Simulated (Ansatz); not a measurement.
HfB2:

```xyz
3
Lattice="3.1400 0.0000 0.0000 -1.5700 2.7193 0.0000 0.0000 0.0000 3.4800" Properties=species:S:1:pos:R:3 pbc="T T T"
Hf    0.0000    0.0000    0.0000
B     1.5700    0.9064    1.7400
B     0.0000    1.8129    1.7400
```

```yaml
Program: Ansatz 0.2.0
Task: relaxation of cell and atoms
Functional: PBEsol
Potentials_or_basis: Ansatz PAW
Cutoff: "420 eV (not typed: the program's choice for these potentials)"
k_mesh: 10 × 10 × 8
Occupations: fermi-dirac, width 0.05 eV
Spin: no spin polarisation
```

At the start: volume 9.90 Å³/atom.

Task: How do energy, volume and symmetry change on relaxing?

Result: It ends after 7 steps and the volume is 9.73 Å³/atom (-1.7 %); space group P6/mmm (No. 191, to 0.05 Å).

The path:
```csv
step,energy change (eV),largest force (eV/Å),volume (Å³)
1,0.0000,0.0000,29.71
2,-0.0055,0.0000,29.00
3,-0.0076,0.0000,29.18
4,-0.0078,0.0000,29.21
5,-0.0072,0.0000,29.21
6,-0.0073,0.0000,29.20
7,-0.0072,0.0000,29.20
```

Final structure:
```
Hf B
1.0
     3.12596    0.00000    0.00000
    -1.56298    2.70716    0.00000
     0.00000    0.00000    3.45086
Hf B
1 2
Direct
  0.00000 0.00000 0.00000
  0.66667 0.33333 0.50000
  0.33333 0.66667 0.50000
```

Caveat: the plane-wave basis is chosen anew once the cell has moved, so the energies of steps on either side of that aren't comparable; the PAW data sets come from PBE, with cores solved anew for the run's functional, which leaves a small shift of forces and pressure.
